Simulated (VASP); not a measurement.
# Si (P6_3/mmc) in VASP: notebook

Runs on Si. Level: HSE06. Tasks: single point.

Program: VASP 6.6.1. These are calculated values, not measurements. Logs are shortened: lines on timing, memory, paths and dates and some standing lists are left out, and cuts for length are marked.

**1. Starting point**

Symmetry: P6_3/mmc, No. 194, hexagonal system. Conventional cell: a = 3.831 Å, b = 3.831 Å, c = 6.333 Å, α = 90.00°, β = 90.00°, γ = 120.00°. Around Si (site symmetry 3m) lie 4 Si at 2.35 to 2.37 Å.

This isn't the form of Si at room conditions, which is diamond.

**2. Single point, HSE06**

POSCAR

```
Si
1.0
    3.8313174605      0.0000000000      0.0000000000
   -1.9156587303      3.3180182508      0.0000000000
    0.0000000000      0.0000000000      6.3326220002
Si
4
Direct
    0.6666666667      0.3333333333      0.9369905000
    0.3333333333      0.6666666667      0.4369905000
    0.6666666667      0.3333333333      0.5630095000
    0.3333333333      0.6666666667      0.0630095000
```

INCAR.step1

```
  PREC = Accurate
  ENCUT = 280
  EDIFF = 1E-5
  ISMEAR = 0
  SIGMA = 0.01
  LREAL = False
  LASPH = True
  NELM = 100
  ALGO = Normal
  ISIF = 2
  LWAVE = True
  NKRED = 1
  NBANDS = 16
  GGA = PE
```

INCAR.step2

```
  PREC = Accurate
  ENCUT = 280
  EDIFF = 1E-6
  ISMEAR = 0
  SIGMA = 0.01
  LREAL = False
  LASPH = True
  NELM = 100
  ALGO = Normal
  ISIF = 2
  LWAVE = False
  LCHARG = False
  GGA = PE
  LHFCALC = True
  HFSCREEN = 0.2
  PRECFOCK = Fast
  NKRED = 1
  NBANDS = 16
  ISTART = 1
```

KPOINTS

```
regular mesh
0
Gamma
  3 3 2
```

Potentials or basis: VASP PAW PBE potentials, release 64 (Si).

Launch:

```bash
cat potpaw_PBE.64/Si/POTCAR > POTCAR
cp INCAR.step1 INCAR
mpirun -np 1 vasp_std > vasp.out
cp INCAR.step2 INCAR
mpirun -np 1 vasp_std > vasp.out
```

OUTCAR:

```text
PREC = Accurate
   ENCUT = 280
   EDIFF = 1E-6
   ISMEAR = 0
   LREAL = False
   LASPH = True
   NELM = 100
   ISIF = 2
   GGA = PE
   LHFCALC = True
   HFSCREEN = 0.2
   PRECFOCK = Fast
   NKRED = 1
   ISTART = 1

 Found      6 irreducible k-points:

 Following reciprocal coordinates:
            Coordinates               Weight
  0.000000  0.000000  0.000000      1.000000
  0.333333 -0.000000  0.000000      6.000000
  0.333333  0.333333  0.000000      2.000000
  0.000000  0.000000  0.500000      1.000000
  0.333333 -0.000000  0.500000      6.000000
  0.333333  0.333333  0.500000      2.000000
   k-points           NKPTS =      6   k-points in BZ     NKDIM =     18   number of bands    NBANDS=     16
   number of dos      NEDOS =    301   number of ions     NIONS =      4
   total plane-waves  NPLWV =  20736
   dimension x,y,z NGX =    24 NGY =   24 NGZ =   36
   dimension x,y,z NGXF=    48 NGYF=   48 NGZF=   72
   ions per type =               4
   NGX,Y,Z   is equivalent  to a cutoff of  10.41, 10.41,  9.45 a.u.
   NGXF,Y,Z  is equivalent  to a cutoff of  20.83, 20.83, 18.90 a.u.
 SYSTEM =  unknown system
   PREC   = accura    normal or accurate (medium, high low for compatibility)
   ISTART =      1    job   : 0-new  1-cont  2-samecut
   ICHARG =      0    charge: 1-file 2-atom 10-const
   ISPIN  =      1    spin polarized calculation?
   LNONCOLLINEAR =      F non collinear calculations
   LSORBIT =      F    spin-orbit coupling
   LASPH  =      T    aspherical Exc in radial PAW
   ENCUT  =  280.0 eV  20.58 Ry    4.54 a.u.   5.23  5.23  8.64*2*pi/ulx,y,z
   NELM   =    100;   NELMIN=  2; NELMDL=  0     # of ELM steps
   EDIFF  = 0.1E-05   stopping-criterion for ELM
   LREAL  =      F    real-space projection
   EDIFFG = 0.1E-04   stopping-criterion for IOM
   NSW    =      0    number of steps for IOM
   IBRION =     -1    ionic relax: 0-MD 1-quasi-New 2-CG
   NFREE  =      0    steps in history (QN), initial steepest desc. (CG)
   ISIF   =      2    stress and relaxation
   ISYM   =      3    0-nonsym 1-usesym 2-fastsym
   POTIM  = 0.5000    time-step for ionic-motion
   TEBEG  =    0.0;   TEEND  =   0.0 temperature during run
   PSTRESS=    0.0 pullay stress
   NELECT =      16.0000    total number of electrons
   NUPDOWN=      -1.0000    fix difference up-down
   EMIN   =  10.00;   EMAX   =-10.00  energy-range for DOS
   EFERMI =   0.00;   METHOD = LEGACY
   ISMEAR =     0;   SIGMA  =   0.01  broadening in eV -4-tet -1-fermi 0-gaus
   EFERMI_NEDOS =   21; number of points for ismear=-14 and -15
   IALGO  =     38    algorithm
   IMIX   =      1    mixing-type and parameters
     AMIX     =   0.40;   BMIX     =  1.00
     AMIX_MAG =   1.60;   BMIX_MAG =  1.00
  volume/ion in A,a.u.               =      20.13       135.81
  Fermi-wavevector in a.u.,A,eV,Ry     =   0.955384  1.805414 12.418837  0.912759
  Thomas-Fermi vector in A             =   2.084217
   LORBIT       =      0    0 simple, 1 ext, 2 COOP (PROOUT), +10 PAW based schemes
   GGA     = PE    functional components
   LHFCALC =     T    Hartree Fock is set to
   PRECFOCK=fast      Normal, Fast or Accurate (Low or Medium for compatibility)
   ENCUT4O =  -1.0   cutoff for four orbital integrals eV
   NKREDX  =     1    reduce k-point grid by
   NKREDY  =     1    reduce k-point grid by
   NKREDZ  =     1    reduce k-point grid by
   AEXX    =    0.2500 exact exchange contribution
   HFSCREEN=    0.2000 screening length (either q_TF or 0.3 A-1)
   HFSCREENC=   0.2000 screening length for correlation (either q_TF or 0.3 A-1)
   ENCUTFOCK=  -1.0 apply spherical cutoff to Coloumb kernel
   IVDW    =     0    specifies the selected vdW correction
   LEPSILON=     F    determine dielectric tensor
   LRPA    =     F    only Hartree local field effects (RPA)
 non-spin polarized calculation
 Gauss-broadening in eV      SIGMA  =   0.01
  energy-cutoff  :      280.00
  volume of cell :       80.50
 maximum number of plane-waves:       869
 NGX is ok and might be reduce to    24
  NGX = 12; NGY = 12; NGZ = 20

 number of electron      16.0000003 magnetization

 Free energy of the ion-electron system (eV)
  ---------------------------------------------------
  ext. energy  EPLUGINS =         0.00000000
  ---------------------------------------------------
  free energy    TOTEN  =       -24.53463286 eV

  energy without entropy =      -24.53463286  energy(sigma->0) =      -24.53463286

 E-fermi :   5.7463     XC(G=0):  -7.7891

 val. band max:        5.6779657353   @ k =   0.0000   0.0000   0.0000
 cond. band min:       7.1063081158   @ k =   0.3333  -0.0000   0.0000
 fundamental gap:      1.4283423805
 Fermi energy:         5.7462820451

 k-point     1 :       0.0000    0.0000    0.0000
  band No.  band energies     occupation
      1      -7.8129      2.00000
      2      -5.2686      2.00000
      3      -2.2570      2.00000
      4       3.9935      2.00000
      5       3.9935      2.00000
      6       5.3848      2.00000
[... 8 lines left out ...]
     15      10.8166      0.00000
     16      12.5792      0.00000

 k-point     2 :       0.3333   -0.0000    0.0000
  band No.  band energies     occupation
      1      -6.4379      2.00000
      2      -3.8429      2.00000
      3      -2.4079      2.00000
      4       0.3666      2.00000
      5       0.9194      2.00000
      6       2.6285      2.00000
[... 8 lines left out ...]
     15      13.7439      0.00000
     16      13.8665      0.00000

 k-point     3 :       0.3333    0.3333    0.0000
  band No.  band energies     occupation
      1      -4.3045      2.00000
      2      -4.3045      2.00000
      3      -1.5376      2.00000
      4      -1.5376      2.00000
      5       0.0765      2.00000
      6       1.8408      2.00000
[... 8 lines left out ...]
     15      12.5639      0.00000
     16      12.5639      0.00000

 k-point     4 :       0.0000    0.0000    0.5000
  band No.  band energies     occupation
      1      -6.9379      2.00000
      2      -6.9379      2.00000
      3       1.1189      2.00000
      4       1.1189      2.00000
      5       4.6627      2.00000
      6       4.6627      2.00000
[... 8 lines left out ...]
     15      13.6749      0.00000
     16      13.6749      0.00000

 k-point     5 :       0.3333   -0.0000    0.5000
  band No.  band energies     occupation
      1      -5.5819      2.00000
      2      -5.5819      2.00000
      3      -0.7708      2.00000
      4      -0.7708      2.00000
      5       2.7216      2.00000
      6       2.7216      2.00000
[... 8 lines left out ...]
     15      14.2495      0.00000
     16      14.2495      0.00000

 k-point     6 :       0.3333    0.3333    0.5000
  band No.  band energies     occupation
      1      -3.9827      2.00000
      2      -3.9827      2.00000
      3      -2.4790      2.00000
      4      -2.4790      2.00000
      5       0.8594      2.00000
      6       0.8594      2.00000
[... 8 lines left out ...]
     15      12.9528      0.00000
     16      12.9528      0.00000

------------------------ aborting loop because EDIFF is reached ----------------------------------------

  FORCE on cell =-STRESS in cart. coord.  units (eV):
  Direction    XX          YY          ZZ          XY          YZ          ZX
  --------------------------------------------------------------------------------------
  -------------------------------------------------------------------------------------
  Total        0.7434808      0.7434808     -0.6503661     -0.0000000      0.0000000      0.0000000
  in kB       14.7968696     14.7968696    -12.9436869     -0.0000000      0.0000000      0.0000000
  external PRESSURE =       5.5500174 kB  Pullay stress =       0.0000000 kB

 VOLUME and BASIS-vectors are now :
 -----------------------------------------------------------------------------
  energy-cutoff  :      280.00
  volume of cell :       80.50
      direct lattice vectors                 reciprocal lattice vectors
     3.831317461  0.000000000  0.000000000     0.261006823  0.150692360  0.000000000
    -1.915658730  3.318018251  0.000000000     0.000000000  0.301384720  0.000000000
     0.000000000  0.000000000  6.332622000     0.000000000  0.000000000  0.157912473

 POSITION                                       TOTAL-FORCE (eV/Angst)
 -----------------------------------------------------------------------------------
      1.91566      1.10601      5.93361        -0.000000      0.000000      0.137355
     -0.00000      2.21201      2.76730        -0.000000     -0.000000      0.137355
      1.91566      1.10601      3.56533         0.000000      0.000000     -0.137355
     -0.00000      2.21201      0.39902         0.000000     -0.000000     -0.137355
 -----------------------------------------------------------------------------------
    total drift:                               -0.000000      0.000000      0.000000

  FREE ENERGIE OF THE ION-ELECTRON SYSTEM (eV)
  ---------------------------------------------------
  free  energy   TOTEN  =       -24.5346328588 eV

  energy  without entropy=      -24.5346328588  energy(sigma->0) =      -24.53463286
```

Run time: 14 s. Hardware: 1 thread of Intel Xeon 6975P-C (Granite Rapids), shared host; peak memory 0.23 GiB.

These settings aren't checked as converged: the numbers below hold their error.

Results:

* Free energy: -24.5346 eV
* Largest force: 0.137 eV/Å
* Band gap on the k mesh: 1.43 eV, indirect (least direct gap 1.84 eV)

Caveat: the k mesh is coarse (spacing up to 0.63 Å⁻¹), so the values aren't converged, least of all with exact exchange; the cutoff is under 1.25 times the usual one of these potentials, so pressure, stress and relaxed cells hold a basis-set (Pulay) error; the PAW data sets were made with another functional, which shifts forces and pressure a little; an odd mesh through Γ misses points on the zone boundary, where band edges often lie.

**3. Single point, HSE06**

POSCAR is that of step 2.

INCAR.step1: that of step 2 with these lines changed.

```diff
@@ -1,3 +1,3 @@
   PREC = Accurate
-  ENCUT = 280
+  ENCUT = 340
   EDIFF = 1E-5
```

INCAR.step2: that of step 2 with these lines changed.

```diff
@@ -1,3 +1,3 @@
   PREC = Accurate
-  ENCUT = 280
+  ENCUT = 340
   EDIFF = 1E-6
```

KPOINTS is that of step 2.

Potentials or basis: VASP PAW PBE potentials, release 64 (Si).

Launch:

```bash
cat potpaw_PBE.64/Si/POTCAR > POTCAR
cp INCAR.step1 INCAR
mpirun -np 1 vasp_std > vasp.out
cp INCAR.step2 INCAR
mpirun -np 1 vasp_std > vasp.out
```

Wall time 18 s (1 thread of Intel Xeon 6975P-C (Granite Rapids), shared host); peak memory 0.24 GiB.

These settings aren't checked as converged: the numbers below hold their error.

Results:

```yaml
Free_energy: -24.5454 eV
Pressure: 0.6 GPa
Largest_force: 0.138 eV/Å
Band_gap_on_the_k_mesh: 1.43 eV, indirect (least direct gap 1.84 eV)
```

Caveat: the k mesh is coarse (spacing up to 0.63 Å⁻¹), so the values aren't converged, least of all with exact exchange; the PAW data sets were made with another functional, which shifts forces and pressure a little; an odd mesh through Γ misses points on the zone boundary, where band edges often lie.

**4. Single point, HSE06**

POSCAR is that of step 3.

INCAR.step1 is that of step 3.

INCAR.step2 is that of step 3.

KPOINTS

```
regular mesh
0
Gamma
  4 4 2
```

Launch:

```bash
cat potpaw_PBE.64/Si/POTCAR > POTCAR
cp INCAR.step1 INCAR
mpirun -np 1 vasp_std > vasp.out
cp INCAR.step2 INCAR
mpirun -np 1 vasp_std > vasp.out
```

It took 34 s on 1 thread of Intel Xeon 6975P-C (Granite Rapids), shared host; peak memory 0.24 GiB.

These settings aren't checked as converged: the numbers below hold their error.

Results:

* Free energy: -24.9615 eV
* Pressure: -0.1 GPa
* Largest force: 0.084 eV/Å
* Band gap on the k mesh: 1.03 eV, indirect (least direct gap 1.76 eV)

Caveat: the k mesh is coarse (spacing up to 0.50 Å⁻¹), so the values aren't converged, least of all with exact exchange; the PAW data sets were made with another functional, which shifts forces and pressure a little.

**5. For comparison**

An earlier run on the cell as given: functional PBE; potentials or basis VASP PAW PBE potentials, release 64 (Si); cutoff 520 eV; k mesh 8 × 8 × 4; occupations fermi-dirac, width 0.05 eV; no spin polarisation.

- Pressure: 1.4 GPa
- Largest force: 0.008 eV/Å
- Band gap on the k mesh: 0.42 eV, indirect (least direct gap 1.03 eV)
